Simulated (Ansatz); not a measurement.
Input and command of a plane-wave DFT calculation in Ansatz:

```yaml
crystal:
  lattice:
    - [1.725725178, 0.9963478961, 3.1296800121]
    - [-1.725725178, 0.9963478961, 3.1296800121]
    - [0.0, -1.9926957921, 3.1296800121]
  atoms:
    - { symbol: P, position: [0.0590628223, 0.3198227659, 0.3023551618] }
    - { symbol: P, position: [0.77291975, 0.77291975, 0.77291975] }
basis:
  ecutwfc: 420
kpoints:
  mp_grid: { grid: [18, 18, 18] }
hamiltonian:
  xc: pbesol
scf:
  occupations: { method: gaussian, width: 0.15 }
output:
  forces: true
  stress: true
  eigenvalues: true
```

```bash
ansatz run input.yaml --threads 1 --pin off --max-ram 2560MiB --backend cpu --events-out ev --progress --plain --runs-dir out
```

Processor: Intel(R) Xeon(R) Processor @ 2.50GHz (Skylake/Cascade Lake), 1 thread, on a host shared with other jobs.

Q: How long does it run, and how much memory does it take?

A: About 120 s on 1 thread of Intel(R) Xeon(R) Processor @ 2.50GHz (Skylake/Cascade Lake) (shared host), peak memory 1.1 GiB. It solves 9 bands at 2920 k points (the mesh reduced by symmetry) with about 629 plane waves, in 7 SCF iterations.
